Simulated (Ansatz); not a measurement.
## Ga in Ansatz: the effect of target pressure

Ga:

```xyz
4
Lattice="2.2615 -3.8305 0.0000 2.2615 3.8305 0.0000 0.0000 0.0000 4.5240" Properties=species:S:1:pos:R:3 pbc="T T T"
Ga    2.2615    1.1867    1.8956
Ga    2.2615    2.6438    4.1576
Ga    2.2615   -1.1867    2.6284
Ga    2.2615   -2.6438    0.3664
```

Alike in all runs:

```yaml
Program: Ansatz 0.2.0
Task: relaxation of cell and atoms
Functional: PBEsol
Potentials_or_basis: Ansatz PAW
Cutoff: "420 eV (not typed: the program's choice for these potentials)"
k_mesh: 7 × 7 × 6
Occupations: fermi-dirac, width 0.05 eV
Spin: no spin polarisation
```

Each run relaxes the cell or the atoms first.

| target pressure | relaxed volume (Å³/atom) |
| --- | --- |
| 0 GPa | 19.01 |
| 2 GPa | 18.46 |
| 5 GPa | 17.77 |
| 10 GPa | 16.87 |
| 20 GPa | ? |
| 30 GPa | 14.71 |

Question: What does the run with target pressure 20 GPa give?

Answer: Relaxed volume 15.61 Å³/atom.

Worked out: In Murnaghan's law V^(-B') rises as a straight line in P. The other rows fit best with B' = 4.3, V0 = 19.01 Å³/atom and B0 = 64 GPa, which gives 15.60 Å³/atom at 20 GPa, against the run's 15.61.

Caveats: the plane-wave basis is chosen anew once the cell has moved, so the energies of steps on either side of that aren't comparable; the PAW data sets come from PBE, with cores solved anew for the run's functional, which leaves a small shift of forces and pressure; the volume moved by over 15 % at a fixed basis, so the end points are rough (some runs).
